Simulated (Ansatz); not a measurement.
# CaO: a sweep of the smearing

Aim: hold CaO and all else fixed and vary the smearing, to see how far energy and properties move.

The COD cell was measured well above room temperature, so it is larger than a cold one.

Program: Ansatz 0.2.0. Level of theory: DFT, PBE, all-electron LAPW, scalar-relativistic. These are calculated values, not measurements.

## 1. Starting point

The structure is cubic, space group Fm-3m (No. 225). Conventional cell: a = 4.898 Å, b = 4.898 Å, c = 4.898 Å, α = 90.00°, β = 90.00°, γ = 90.00°. Ca (site symmetry m-3m) has 6 O at 2.45 Å as nearest neighbours. O (site symmetry m-3m) has 6 Ca at 2.45 Å as nearest neighbours.

Structure file:

```cif
data_structure
_symmetry_space_group_name_H-M 'P 1'
_symmetry_Int_Tables_number 1
_cell_length_a 3.4634
_cell_length_b 3.4634
_cell_length_c 3.4634
_cell_angle_alpha 60.000
_cell_angle_beta 60.000
_cell_angle_gamma 60.000
_cell_volume 29.38
loop_
_atom_site_label
_atom_site_type_symbol
_atom_site_fract_x
_atom_site_fract_y
_atom_site_fract_z
_atom_site_occupancy
Ca1 Ca 0.00000 0.00000 0.00000 1
O1 O 0.50000 0.50000 0.50000 1
```

The geometry is a database entry used as it stands. It may stem from high pressure or temperature, or be incomplete, so it serves as a test cell.

Atoms are numbered in the order of the input: Ca1, O2.

## 2. With Fermi–Dirac smearing of 0.01 eV

input.yaml reads:

```yaml
crystal:
  lattice:
    - [0.0, 2.449, 2.449]
    - [2.449, 0.0, 2.449]
    - [2.449, 2.449, 0.0]
  atoms:
    - { symbol: Ca, position: [0.0, 0.0, 0.0] }
    - { symbol: O, position: [0.5, 0.5, 0.5] }
kpoints:
  mp_grid: { grid: [9, 9, 9] }
scf:
  occupations: { method: fermi_dirac, width: 0.01 }
hamiltonian:
  xc: pbe
  pseudopotentials: { kind: all_electron, lapw: { basis_error: 0.00025 } }
output:
  forces: true
  stress: true
  eigenvalues: true
```

Launch:

```
ansatz run input.yaml --threads 1 --pin off --max-ram 2048MiB --backend cpu --events-out ev --progress --plain --runs-dir out
```

## 3. With Gaussian smearing of 0.05 eV

input.yaml, as its differences from that of step 2:

```diff
@@ -11,3 +11,3 @@
 scf:
-  occupations: { method: fermi_dirac, width: 0.01 }
+  occupations: { method: gaussian, width: 0.05 }
 hamiltonian:
```

## 4. With Gaussian smearing of 0.2 eV

input.yaml, as its differences from that of step 3:

```diff
@@ -11,3 +11,3 @@
 scf:
-  occupations: { method: gaussian, width: 0.05 }
+  occupations: { method: gaussian, width: 0.2 }
 hamiltonian:
```

## 5. With cold smearing of 0.15 eV

input.yaml, as its differences from that of step 4:

```diff
@@ -11,3 +11,3 @@
 scf:
-  occupations: { method: gaussian, width: 0.2 }
+  occupations: { method: cold, width: 0.15 }
 hamiltonian:
```

## 6. With tetrahedron filling

input.yaml, as its differences from that of step 5:

```diff
@@ -11,3 +11,3 @@
 scf:
-  occupations: { method: cold, width: 0.15 }
+  occupations: { method: tetrahedron }
 hamiltonian:
```

(Steps that only read results are left out.)

Before running it: what results should come out? Wanted: pressure, in all runs; gap, in all runs.

The runs gave:

| quantity | value |
| --- | --- |
| largest change of energy from «Fermi–Dirac smearing of 0.01 eV» (zero smearing) | 0.0 meV/atom (Gaussian smearing of 0.2 eV) |
| pressure, in all runs (LAPW) | -3.99 GPa |
| gap, in all runs (LAPW) | 3.71 eV |

In words: Across the runs the energy spans 0.0 meV/atom. The pressure spans under 0.01 GPa (LAPW, the tetrahedron run left out, since its derivatives are unreliable).

These are semilocal Kohn-Sham gaps, which aren't the measured quantity. Such gaps usually fall short of the measured ones.
